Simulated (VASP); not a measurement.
# CdTe in VASP: how settings move the PBE single point

Aim: see what changed inputs do to the PBE single point of CdTe in the zincblende structure.

Code: VASP 6.6.1. PAW datasets, plane waves. Calculated at 0 K for a non-magnetic cell.

### Step 1. The cell

The cell comes from an earlier relaxation with r2SCAN in another program.

The symmetry is F-43m (No. 216, cubic); conventional cell a = 6.560 Å, 35.29 Å³ an atom. Near Cd stand 4 Te at 2.84 Å; near Te stand 4 Cd at 2.84 Å.

Coordinates:

```cif
data_structure
_symmetry_space_group_name_H-M 'P 1'
_symmetry_Int_Tables_number 1
_cell_length_a 4.6386
_cell_length_b 4.6386
_cell_length_c 4.6386
_cell_angle_alpha 60.000
_cell_angle_beta 60.000
_cell_angle_gamma 60.000
_cell_volume 70.57
loop_
_atom_site_label
_atom_site_type_symbol
_atom_site_fract_x
_atom_site_fract_y
_atom_site_fract_z
_atom_site_occupancy
Cd1 Cd 0.00000 0.00000 0.00000 1
Te1 Te 0.25000 0.25000 0.25000 1
```

### Step 2. Baseline

Contents of INCAR:

```
ENCUT = 520.000000
SIGMA = 0.020000
EDIFF = 1.00e-07
GGA = PE
PREC = Accurate
IBRION = -1
ISIF = 2
ISMEAR = -1
NBANDS = 16
NELM = 120
NSW = 0
LASPH = .TRUE.
LCHARG = .FALSE.
LWAVE = .FALSE.
LREAL = .FALSE.
```

Contents of KPOINTS:

```
KPOINTS created by Atomic Simulation Environment
0
Gamma
6 6 6
0 0 0
```

Contents of POSCAR:

```
Cd Te
 1.0000000000000000
    -0.0000000000000000    3.2799551161722134    3.2799551161722134
     3.2799551161722134    0.0000000000000000    3.2799551161722134
     3.2799551161722134    3.2799551161722134    0.0000000000000000
 Cd  Te
   1   1
Cartesian
  0.0000000000000000  0.0000000000000000 -0.0000000000000000
  1.6399775580861065  1.6399775580861065  1.6399775580861065
```

A file KPOINTS_OPT adds named points for the levels; it doesn't enter the self-consistent loop.

Potentials: the recommended PBE PAW datasets, 18 valence electrons.

Started as:

```console
> mpirun -np 1 vasp_std
```

### Step 3. Altered input 1

INCAR, as its differences from that of step 2:

```diff
@@ -15 +15,2 @@
 LREAL = .FALSE.
+AMIX = 0.05
```

KPOINTS is that of step 2.

POSCAR is that of step 2.

### Step 4. Altered input 2

Contents of INCAR:

```
ENCUT = 520.000000
EDIFF = 1.00e-07
GGA = PE
PREC = Accurate
IBRION = -1
ISIF = 2
NBANDS = 16
NELM = 120
NSW = 0
LASPH = .TRUE.
LCHARG = .FALSE.
LWAVE = .FALSE.
LREAL = .FALSE.
ISMEAR = 1
SIGMA = 0.05
```

KPOINTS is that of step 2.

POSCAR is that of step 2.

### Step 5. Altered input 3

INCAR, as its differences from that of step 2:

```diff
@@ -3,3 +3,2 @@
 EDIFF = 1.00e-07
-GGA = PE
 PREC = Accurate
@@ -15 +14,2 @@
 LREAL = .FALSE.
+METAGGA = RSCAN
```

KPOINTS is that of step 2.

POSCAR is that of step 2.

### Step 6. Altered input 4

Contents of INCAR:

```
SIGMA = 0.020000
EDIFF = 1.00e-07
GGA = PE
PREC = Accurate
IBRION = -1
ISIF = 2
ISMEAR = -1
NBANDS = 16
NSW = 0
LASPH = .TRUE.
LCHARG = .FALSE.
LWAVE = .FALSE.
LREAL = .FALSE.
NELM = 68
ENCUT = 35
```

KPOINTS is that of step 2.

POSCAR is that of step 2.

What does the calculation give? Wanted: for each run, changed; ending; energy change; pressure; electronic steps; usable.

**Answer**, as computed:

| run | changed | ending | energy change (meV/atom) | pressure (GPa) | gap on the mesh (eV; negative: overlap) | electronic steps | time | usable |
| --- | --- | --- | --- | --- | --- | --- | --- | --- |
| ref. | – | converged | 0 | 1.1 | 0.66 | 14 | 24 s | yes |
| 1 | AMIX = 0.05 | converged | 0.0 | 1.1 | 0.66 | 19 | 26 s | yes |
| 2 | ISMEAR = 1, SIGMA = 0.05 | converged | 0.0 | 1.1 | 0.66 | 14 | 18 s | yes |
| 3 | METAGGA = RSCAN | converged | – | 0.1 | 1.10 | 14 | 65 s | yes |
| 4 | ENCUT = 35 | crashed | – | – | – | 3 | 1.2 s | no |

**Reading.** Of 4 altered inputs, 1 gave no result, 3 gave usable results.
